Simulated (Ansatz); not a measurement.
The calculation used DFT PBE, scalar-relativistic, plane waves, PAW in Ansatz 0.2.0. All cells share a 420 eV cutoff and Γ-centred k meshes spaced at most about 0.3 Å⁻¹ (about 0.25 or finer for metals, 2π included). Spin is collinear in cells that carry moments; the others ran without spin or lost their moments.

Temperature and zero-point effects are left out.

**Question.** Order these relaxed structures of MgO3 by energy, lowest first, with the energy over the lowest of them.
A. (no moments) Space group Im-3m (No. 229), cubic, a = 4.170 Å. Mg is surrounded by 6 O at 2.09 Å; O is surrounded by 2 Mg at 2.09 Å and 4 O at 2.09 Å.
B. (parallel moments up to 0.6 μB) Space group P6_3/mmc (No. 194), hexagonal, a = 6.034 Å, c = 3.477 Å. Around Mg lie 6 O at 2.07 Å; O has 2 O at 1.94 Å and 2 Mg at 2.07 Å.
C. (parallel moments up to 1.3 μB) Space group Pm-3m (No. 221), cubic, a = 3.383 Å. Mg is surrounded by 12 O at 2.39 Å; O has 4 Mg at 2.39 Å and 8 O at 2.39 Å.

**Answer.** A (0 meV/atom), B (371 meV/atom), C (494 meV/atom). Counting O atoms around Mg (those within 1.25 times the shortest such distance or 1.15 times the sum of covalent radii): A has Mg 6; B has Mg 6; C has Mg 12. All come from invented guesses.

Weakly bound directions are ill-defined at this level, which has no dispersion term (P6_3/mmc), and this can change margins and order among such cells. The magnetic state reached may not be the lowest. Cells relaxed within their symmetry can be saddle points. Some candidate types were left out of the draw beforehand, so a known form may be missing.
